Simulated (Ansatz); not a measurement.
# LaAlO3: isotropic strain +0.34 %

The parent structure is LaAlO3 (space group R-3c, No. 167; a = 5.3529 Å, c = 13.0480 Å (hexagonal axes)).

Perturbation: an isotropic linear strain of +0.34 %; the atoms relax in the strained cell.

Method: Ansatz (an electronic-structure program) PBEsol, no spin-orbit coupling, earlier PAW set. Γ-centred 8×8×8 mesh, Fermi–Dirac width 0.05 eV.

- Volume per atom = 10.90 Å³ (base 10.79 Å³)
- Space group = R-3c (No. 167) (base R-3c (No. 167))
- Shortest interatomic distance = 190.6 pm (base 189.9 pm)
- Energy relative to the base (free energy F) = +0.7 meV/atom
- Pressure (mean of the normal stresses, compression positive) = -1.94 GPa (base 0.00 GPa)
- Band gap = 3.95 eV (base 3.94 eV)
- Gap character = indirect, F → Γ (base indirect, F → Γ)
- Smallest direct gap = 3.99 eV (base 3.97 eV)
- Width of the top valence band = 0.53 eV (base 0.53 eV)

No phonon test of stability was made.
